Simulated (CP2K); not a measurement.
Runs of CP2K 2026.2 on MgO2. It takes space group R-3m (No. 166, trigonal). Conventional cell: a = 3.210 Å, b = 3.210 Å, c = 10.482 Å, α = 90.00°, β = 90.00°, γ = 120.00°. Mg (site symmetry -3m) is surrounded by 6 O at 2.11 Å. Around O (site symmetry 3m) lie 1 O at 1.49 Å. The cell comes from a database or a generator and needn't be the stable form of this composition.

```csv
level,potentials or basis,smearing,EPS_DEFAULT,NGRIDS,points a segment of the path (NPOINTS),bands added on the path,gap on the mesh (eV),pressure (GPa),largest force (eV/Å)
r2SCAN,"POTENTIAL_UZH Mg GTH-SCAN-q10, O GTH-SCAN-q6; TZVP-MOLOPT-SCAN-GTH basis",fermi-dirac 0.1 eV,1.0E-9,4,6,6,2.92,-3.1,0.08
TB-mBJ,"POTENTIAL_UZH Mg GTH-PBE-q10, O GTH-PBE-q6; TZVP-MOLOPT-PBE-GTH basis",fermi-dirac 0.05 eV,1.0E-10,5,10,4,(b),-,-
LDA,"GTH_POTENTIALS Mg GTH-PADE-q10, O GTH-PADE-q6; TZVP-MOLOPT-PBE-GTH basis",fermi-dirac 0.05 eV,1.0E-9,5,8,4,2.15,-7.0,0.30
PBEsol,"POTENTIAL_UZH Mg GTH-PBE-q10, O GTH-PBE-q6; TZVP-MOLOPT-PBE-GTH basis",fermi-dirac 0.05 eV,1.0E-9,4,6,2,(c),(a),0.09
```

Alike in all rows: task band structure; no spin polarisation; cell as given; k mesh 10 × 10 × 10.

Fill in the values left out.

(a) -1.4; (b) 3.20; (c) 2.16.

Caveats: the basis of atomic orbitals isn't converged, which shifts pressures, moduli and gaps; the potentials were made for another functional, which shifts forces and pressure (some runs); this is a model potential without an energy functional, so only levels have meaning (some runs).

